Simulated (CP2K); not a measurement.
**ZnS: single point with PBE**

**Measured values to compare with.**

“Electronic, vibrational, and thermodynamic properties of ZnS (zincblende and rocksalt structure)”, 2009, arxiv:0911.5022 quotes, for a bulk crystal of ZnS at 19 K: band gap 3.85 eV (direct).

The system is ZnS.

```
Zn S
1.0
     3.82121    0.00000    0.00000
     1.91060    3.30926    0.00000
     1.91060    1.10309    3.12000
Zn S
1 1
Direct
  0.75000 0.75000 0.75000
  0.00000 0.00000 0.00000
```

```json
{"Program": "CP2K 2026.2", "Task": "single point", "Functional": "PBE", "Potentials or basis": "POTENTIAL_UZH Zn GTH-PBE-q12, S GTH-PBE-q6; TZVP-MOLOPT-PBE-GTH basis", "Density cutoff": "6123 eV", "k mesh": "9 × 9 × 9", "Occupations": "gaussian, width 0.029 eV", "Spin": "no spin polarisation", "SCF solver": "diagonalisation with k points", "Quickstep method": "GPW", "EPS_DEFAULT": "1.0E-10", "EPS_SCF": "1.0E-6", "MAX_SCF": "100", "SCF_GUESS": "ATOMIC", "k points reduced by the point group": "yes", "Mesh centred on Gamma": "yes", "CHOLESKY": "OFF", "EPS_EIGVAL": "1.0E-7", "MIXING METHOD": "BROYDEN_MIXING", "MIXING ALPHA": "0.4", "NBUFFER": "8", "NGRIDS": "5", "Basis sets": "Zn TZVP-MOLOPT-PBE-GTH-q12, S TZVP-MOLOPT-PBE-GTH-q6", "Potentials": "Zn GTH-PBE-q12 of POTENTIAL_UZH, S GTH-PBE-q6 of POTENTIAL_UZH", "ADDED_MOS": "[10]", "REL_CUTOFF (Ry)": "60 Ry", "MIXING BETA (1/bohr)": "1.5 1/bohr", "CUTOFF of the grids": "450 Ry"}
```

```json
{
 "Pressure": "2.0 GPa",
 "Band gap on the k mesh": "2.07 eV, direct",
 "Mulliken charges": "Zn +0.40; S -0.40 e",
 "Hirshfeld charges": "Zn +0.24; S -0.24 e"
}
```

Levels at points of the mesh, in eV from the valence-band top:
| k point | band 5 | band 6 | band 7 | band 8 | band 9 | band 10 | band 11 | band 12 | band 13 | band 14 |
| --- | --- | --- | --- | --- | --- | --- | --- | --- | --- | --- |
| (0.00, 0.00, 0.00) | -5.90 | -5.90 | 0.00 | 0.00 | 0.00 | 2.07 | 6.41 | 6.41 | 6.41 | 12.93 |

It took 63 s on 1 thread of Arm Neoverse V2 (shared host), peak memory 0.34 GiB.

Measured gap of ZnS: 3.85 eV (direct; 19 K; quoted in “Electronic, vibrational, and thermodynamic properties of ZnS (zincblende and rocksalt structure)”, 2009, arxiv:0911.5022). This calculation gives 2.07 eV (-1.78 eV). The value is that of PBE in an atomic basis (POTENTIAL_UZH Zn GTH-PBE-q12, S GTH-PBE-q6; TZVP-MOLOPT-PBE-GTH basis), whose error adds to the functional's,, without temperature or zero-point motion. Semilocal functionals fall short of measured gaps as a rule.

Caveat: Mulliken charges move with the basis; the basis of atomic orbitals isn't converged, which shifts pressures, moduli and gaps.
